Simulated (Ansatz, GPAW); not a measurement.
Given: the input of a run of Ansatz 0.2.0 on HfB2. 

The input input.yaml:

```yaml
crystal:
  lattice:
    - [3.14, 0.0, 0.0]
    - [-1.57, 2.7193197679, 0.0]
    - [0.0, 0.0, 3.48]
  atoms:
    - { symbol: Hf, position: [0.0, 0.0, 0.0] }
    - { symbol: B, position: [0.6666666667, 0.3333333333, 0.5] }
    - { symbol: B, position: [0.3333333333, 0.6666666667, 0.5] }
hamiltonian:
  xc: pbe
  pseudopotentials: { kind: paw }
kpoints:
  mp_grid: { grid: [10, 10, 8] }
scf:
  occupations: { method: gaussian, width: 0.1 }
output:
  forces: true
  stress: true
  eigenvalues: true
  write_density: true
  write_potential: true
  elf: true
  volumetric_format: npy
```

Potentials or basis: Ansatz PAW.

Command:

```sh
$ ansatz run input.yaml --threads 2 --pin off --max-ram 5632MiB --backend cpu --events-out ev --progress --plain --runs-dir out
```

Task: Translate it to GPAW 26.7.0 (ASE script). Potentials or basis there: GPAW PAW data sets (gpaw-data 1.2.1), cutoff 800 eV.

Result: As run (cutoffs and basis follow the program's own potentials, and thresholds, step limits or extra output files can differ):

Contents of run.py:

```python
from ase import Atoms
from ase.dft.bandgap import bandgap
from ase.io import write
from ase.units import GPa
from gpaw import GPAW, PW

atoms = Atoms(['Hf', 'B', 'B'],
              cell=[[3.14, 0.0, 0.0],
                    [-1.57, 2.7193197679, 0.0],
                    [0.0, 0.0, 3.48]],
              scaled_positions=[[0.0, 0.0, 0.0],
                                [0.6666666667, 0.3333333333, 0.5],
                                [0.3333333333, 0.6666666667, 0.5]],
              pbc=True)

calc = GPAW(mode=PW(800),
            xc='PBE',
            kpts={'size': (10, 10, 8), 'gamma': True},
            occupations={'name': 'methfessel-paxton', 'order': 0, 'width': 0.1},
            nbands=20,
            convergence={'density': 1e-05, 'energy': 1e-05},
            maxiter=150,
            txt='gpaw.txt')
atoms.calc = calc
energy = atoms.get_potential_energy()
forces = atoms.get_forces()
stress = atoms.get_stress()
calc.write('gs.gpw')
write('result.traj', atoms)
print(f'Energy: {energy:.6f} eV')
print('Forces (eV/A):')
print(forces.round(4))
print('Stress (GPa):', (stress / GPa).round(3))
print('Fermi level:', round(calc.get_fermi_level(), 4), 'eV')
print(f'Gap: {bandgap(calc)[0]:.4f} eV, direct: {bandgap(calc, direct=True)[0]:.4f} eV')
```

Potentials or basis: GPAW PAW data sets (gpaw-data 1.2.1), pw.

The run is started by

```sh
$ OMP_NUM_THREADS=1 python run.py
```

Both were run:

|  | Ansatz | GPAW |
| --- | --- | --- |
| Pressure | 1.4 GPa | 2.1 GPa |

Ansatz's pressure holds a Pulay term of +0.19 GPa for its cutoff of 420 eV, which the other run lacks.

The potentials hold 32 and 18 valence electrons a cell.

Where Ansatz's input types no cutoff or centring, it takes its own default and a Γ-centred mesh.

Pressure is positive in compression.
